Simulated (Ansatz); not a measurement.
# InP: the cost of one run

Computed with Ansatz 0.2.0 (DFT PBEsol, scalar-relativistic, plane waves, PAW, unless a step's input says otherwise).

5 further runs of the same task are left out: 1 that didn't finish, 4 set aside as unsound or not needed.

### 1 The structure to begin with

The structure is cubic, space group Fm-3m (No. 225). Conventional cell: a = 5.459 Å, b = 5.459 Å, c = 5.459 Å, α = 90.00°, β = 90.00°, γ = 90.00°. In (site symmetry m-3m) is surrounded by 6 P at 2.73 Å. P (site symmetry m-3m) has 6 In at 2.73 Å as nearest neighbours.

As a file:

```cif
data_structure
_symmetry_space_group_name_H-M 'P 1'
_symmetry_Int_Tables_number 1
_cell_length_a 3.8602
_cell_length_b 3.8602
_cell_length_c 3.8602
_cell_angle_alpha 60.000
_cell_angle_beta 60.000
_cell_angle_gamma 60.000
_cell_volume 40.67
loop_
_atom_site_label
_atom_site_type_symbol
_atom_site_fract_x
_atom_site_fract_y
_atom_site_fract_z
_atom_site_occupancy
In1 In 0.00000 0.00000 0.00000 1
P1 P 0.50000 0.50000 0.50000 1
```

This cell was relaxed beforehand with the same method: volume 20.34 Å³/atom, gap on the mesh none (metal).

### 2 The slab

Miller indices refer to the conventional cell of the relaxed bulk, Fm-3m (No. 225): a = 5.459 Å, b = 5.459 Å, c = 5.459 Å, α = 90.00°, β = 90.00°, γ = 90.00°.

A (100) slab, 5.5 Å thick as cut, with 17 Å of vacuum; its outer planes are InP (top) and InP (bottom).

The slab as cut. Layers, bottom to top:

```
plane  atoms per cell  height over the lowest (Å)
    1             InP                        0.00
    2             InP                        2.73
    3             InP                        5.46
```

### 3 The clean surface, relaxed

input.yaml

```yaml
crystal:
  lattice:
    - [3.8601906154, 0.0, 0.0]
    - [0.0, 3.8601906154, 0.0]
    - [0.0, 0.0, 22.4591339217]
  atoms:
    - { symbol: In, position: [0.5, 0.5, 0.3784651728] }
    - { symbol: P, position: [0.0, 0.0, 0.3784651728] }
    - { symbol: In, position: [0.0, 0.0, 0.5] }
    - { symbol: P, position: [0.5, 0.5, 0.5] }
    - { symbol: In, position: [0.5, 0.5, 0.6215348272] }
    - { symbol: P, position: [0.0, 0.0, 0.6215348272] }
basis:
  ecutwfc: 420
kpoints:
  mp_grid: { grid: [8, 8, 1] }
hamiltonian:
  xc: pbesol
scf:
  occupations: { method: gaussian, width: 0.1 }
output:
  forces: true
  eigenvalues: true
  write_density: true
  write_potential: true
  elf: true
  volumetric_format: npy
relax:
  adjacent_minimum: "off"
  f_tol: 0.03
  max_steps: 70
  constraints: [{ sites: [0, 1] }]
efield:
  axis: 3
  dipole_correction: true
  ramp_width: 0.04
```

On the command line:

```bash
> ansatz run input.yaml --threads 2 --pin off --max-ram 5120MiB --backend cpu --events-out ev --progress --plain --runs-dir out
```

**Question.** How long does this run take on 2 threads of Intel Xeon Platinum 8488C (Sapphire Rapids), shared host, and how much memory does it need?

About 31 s, with a peak of 0.63 GiB.
